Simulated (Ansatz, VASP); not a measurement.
# CuI: VASP beside Ansatz

Contents of INCAR:

```
PREC = Accurate
ENCUT = 520
EDIFF = 1E-6
ISMEAR = 0
SIGMA = 0.01
LREAL = F
LASPH = T
NELM = 60
ALGO = Normal
ISIF = 2
LWAVE = F
LCHARG = F
GGA = PS
NBANDS = 26
```

KPOINTS

```
regular mesh
0
Gamma
  6 6 4
```

File POSCAR:

```
CuI
1.0
    4.1527596765      0.0000000000      0.0000000000
    0.0000000000      4.1527596765      0.0000000000
    0.0000000000      0.0000000000      5.8330020204
Cu I
2 2
Direct
    0.0000000000      0.0000000000      0.0000000000
    0.5000000000      0.5000000000      0.0000000000
    0.0000000000      0.5000000000      0.2913000000
    0.5000000000      0.0000000000      0.7087000000
```

Input for Ansatz:

```yaml
crystal:
  lattice:
    - [4.15275967646942, 0.0, 0.0]
    - [0.0, 4.15275967646942, 0.0]
    - [0.0, 0.0, 5.833002020397749]
  atoms:
    - { symbol: Cu, position: [0.0, 0.0, 0.0] }
    - { symbol: Cu, position: [0.5, 0.5, 0.0] }
    - { symbol: I, position: [0.0, 0.5, 0.2913] }
    - { symbol: I, position: [0.5, 0.0, 0.7087] }
basis:
  ecutwfc: 550.0
kpoints:
  mp_grid:
    grid: [6, 6, 4]
hamiltonian:
  xc: pbesol
scf:
  occupations:
    method: fixed
output:
  stress: true
```

Measurements of this composition are mostly on another form, of space group No. 216.

Alike in both runs: task single point; functional PBEsol; k mesh 6 × 6 × 4; no spin polarisation.

|  | VASP | Ansatz |
| --- | --- | --- |
| version | VASP 6.6.1 | Ansatz 0.2.0 |
| potentials or method | VASP PAW PBE potentials, release 64 (Cu, I) | plane waves, PAW |
| plane-wave cutoff (eV) | 520 | 550 |
| occupations | gaussian, width 0.01 eV | fixed |
| valence electrons in the cell | 36 | 72 |

VASP gave:

* pressure (GPa): -2.4
* largest component of the traceless stress (GPa): 0.55

Question: Estimate Ansatz's values.

Answer: Pressure (GPa): -2.6; largest component of the traceless stress (GPa): 0.55.

The two sets of potentials don't hold the same shells in valence.

Caveats: the PAW data sets were made with another functional, which shifts forces and pressure a little (VASP).
